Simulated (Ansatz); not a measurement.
## LiF at 3.5 GPa: from Born charge to LO–TO splitting and polaron coupling

All numbers below come from DFT r2SCAN+D3(BJ), scalar-relativistic, plane waves, PAW (Ansatz 0.2.0). Settings: 500 eV plane-wave cutoff, Γ-centred 10×10×10 mesh, fixed occupations. No spin polarisation. Phonons by linear response, acoustic sum rule imposed.

The cell is fixed (symmetry leaves no force on the atoms) and stands under 3.5 GPa:
```xyz
2
Lattice="0.0000 2.0945 2.0945 2.0945 0.0000 2.0945 2.0945 2.0945 0.0000" Properties=species:S:1:pos:R:3 pbc="T T T"
Li    0.0000    0.0000    0.0000
F     1.0473    1.0473    1.0473
```

The cell is the ideal cubic zincblende prototype; this isn't the usual structure of the compound.

Linear response gives ν_TO = 512.9 cm⁻¹, Born charges ±0.973 e (positive on Li) and ε∞ = 1.858. The primitive cell holds 18.377 Å³, and the masses are 6.940 and 18.998 amu.

Question: Find ν_LO and the static dielectric constant.

Answer: The long-wave field adds a restoring force: ω_LO² − ω_TO² = Z*²e²/(ε_vac ε∞ μV). In these units ν_LO² − ν_TO² = 4.92064×10⁷ Z*²/(μ V ε∞) cm⁻², with μ = m₁m₂/(m₁ + m₂) = 5.083 amu: 268255 cm⁻². So ν_LO = √(512.9² + 268255) = 728.9 cm⁻¹, and the run gives 728.9. Lyddane–Sachs–Teller then gives ε0 = ε∞ (ν_LO/ν_TO)² = 3.75, against 3.75 in the run (it forms both from the same three quantities, so the match checks the arithmetic only). Between ν_TO and ν_LO the dielectric function is negative and an undamped crystal reflects fully: a reststrahlen band from 13.7 to 19.5 μm.

Question: What do the Clausius–Mossotti polarisability and the Szigeti charge come to?

Answer: With the Lorentz local field, α = (3V/4π)(ε∞ − 1)/(ε∞ + 2) = 0.98 Å³ for the pair, and e_S = 3Z*/(ε∞ + 2) = 0.76 e. The Born charge includes the electrons' response to the dipole's own local field, and e_S takes that enhancement out. The Lorentz field assumes point-like polarisable ions, a fair picture at this small ε∞.

Question: How strongly does a slow electron couple to the LO mode?

Answer: For one isotropic parabolic band, Fröhlich's constant is α_F = (1/ε∞ − 1/ε0) √(m* Ry/ħω_LO), with Ry = 13.606 eV, ħω_LO = 90.4 meV and m* in free-electron masses: α_F = 0.2717 × 12.27 × √m* = 3.33 √m*. The band mass isn't part of this run; for m* = 0.1, 0.3 and 1 it gives 1.05, 1.83, 3.33. In weak coupling the polaron lies α_F ħω_LO below the band edge (165 meV at m* = 0.3) with a mass m*(1 + α_F/6); past α_F of about 5 or 6 that expansion fails. A semilocal functional's ε∞ tends to be too large, which taken alone lowers α_F.

Cost: 1 run of about 2 core-minutes, on Arm Neoverse N1 (shared hosts).